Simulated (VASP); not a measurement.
Input of a VASP 6.6.1 run:

Contents of POSCAR:

```
SiC
1.0
    0.0000000000      2.1790000000      2.1790000000
    2.1790000000      0.0000000000      2.1790000000
    2.1790000000      2.1790000000      0.0000000000
Si C
1 1
Direct
    0.0000000000      0.0000000000      0.0000000000
    0.7500000000      0.7500000000      0.7500000000
```

Contents of INCAR.step1:

```
PREC = Accurate ; ENCUT = 520
EDIFF = 1E-5 ; ISMEAR = -1
SIGMA = 0.05 ; LREAL = F
LASPH = T ; NELM = 60
ALGO = Normal ; ISIF = 2
LWAVE = T ; LCHARG = F
GGA = PE
```

Contents of INCAR.step2:

```
PREC = Accurate ; ENCUT = 520
EDIFF = 1E-6 ; ISMEAR = -1
SIGMA = 0.05 ; LREAL = F
LASPH = T ; NELM = 60
ALGO = Normal ; ISIF = 2
LWAVE = F ; LCHARG = F
GGA = PS ; LHFCALC = T
AEXX = 0.25 ; PRECFOCK = Fast
HFRCUT = -1 ; ISTART = 1
```

File KPOINTS:

```
Automatic mesh
0
Gamma
  5 5 5
```

Contents of KPOINTS_OPT:

```
path GXWKGLUWLK,UX
12
line-mode
reciprocal
 0.0000000000  0.0000000000  0.0000000000  G
 0.5000000000  0.0000000000  0.5000000000  X

 0.5000000000  0.0000000000  0.5000000000  X
 0.5000000000  0.2500000000  0.7500000000  W

 0.5000000000  0.2500000000  0.7500000000  W
 0.3750000000  0.3750000000  0.7500000000  K

 0.3750000000  0.3750000000  0.7500000000  K
 0.0000000000  0.0000000000  0.0000000000  G

 0.0000000000  0.0000000000  0.0000000000  G
 0.5000000000  0.5000000000  0.5000000000  L

 0.5000000000  0.5000000000  0.5000000000  L
 0.6250000000  0.2500000000  0.6250000000  U

 0.6250000000  0.2500000000  0.6250000000  U
 0.5000000000  0.2500000000  0.7500000000  W

 0.5000000000  0.2500000000  0.7500000000  W
 0.5000000000  0.5000000000  0.5000000000  L

 0.5000000000  0.5000000000  0.5000000000  L
 0.3750000000  0.3750000000  0.7500000000  K

 0.6250000000  0.2500000000  0.6250000000  U
 0.5000000000  0.0000000000  0.5000000000  X
```

Potentials or basis: VASP PAW PBE potentials, release 64 (Si, C).

The run is started by

```sh
$ cat potpaw_PBE.64/Si/POTCAR potpaw_PBE.64/C/POTCAR > POTCAR
$ cp INCAR.step1 INCAR
$ mpirun -np 1 vasp_std > vasp.out
$ cp INCAR.step2 INCAR
$ mpirun -np 1 vasp_std > vasp.out
```

What does it give for the pressure?

-3.9 GPa.

Predict the band gap along the path.

2.90 eV, indirect (least direct gap 6.43 eV).

Levels at the corners of the path, in eV from the valence-band top:
```csv
point,band 1,band 2,band 3,band 4,band 5,band 6,band 7,band 8
Γ,-17.04,0.00,0.00,0.00,8.28,9.29,9.29,9.29
X,-11.58,-8.61,-3.53,-3.53,2.90,6.04,16.66,16.94
X,-11.58,-8.61,-3.53,-3.53,2.90,6.04,16.66,16.74
W,-11.33,-7.74,-5.52,-5.14,7.05,11.63,11.72,11.78
W,-11.33,-7.74,-5.52,-5.14,7.05,11.63,11.72,11.78
K,-11.58,-8.03,-6.11,-2.88,4.77,9.78,14.26,14.95
K,-11.58,-8.03,-6.11,-2.88,4.77,9.78,14.25,14.93
Γ,-17.04,0.00,0.00,0.00,8.28,9.29,9.29,9.29
Γ,-17.04,0.00,0.00,0.00,8.28,9.29,9.29,9.29
L,-13.16,-9.44,-1.16,-1.16,7.36,9.18,9.18,12.24
L,-13.16,-9.44,-1.16,-1.16,7.36,9.18,9.18,12.24
U,-11.58,-8.03,-6.11,-2.88,4.77,9.78,14.26,14.93
U,-11.58,-8.03,-6.11,-2.88,4.77,9.78,14.26,14.93
W,-11.33,-7.74,-5.52,-5.14,7.05,11.63,11.72,11.78
W,-11.33,-7.74,-5.52,-5.14,7.05,11.63,11.72,11.78
L,-13.16,-9.44,-1.16,-1.16,7.36,9.18,9.18,12.24
L,-13.16,-9.44,-1.16,-1.16,7.36,9.18,9.18,12.24
K,-11.58,-8.03,-6.11,-2.88,4.77,9.78,14.27,14.95
U,-11.58,-8.03,-6.11,-2.88,4.77,9.78,14.25,14.98
X,-11.58,-8.61,-3.53,-3.53,2.90,6.04,16.66,16.90
```

Caveat: the k mesh is coarse (spacing up to 0.50 Å⁻¹), so the values aren't converged, least of all with exact exchange; the PAW data sets were made with another functional, which shifts forces and pressure a little.
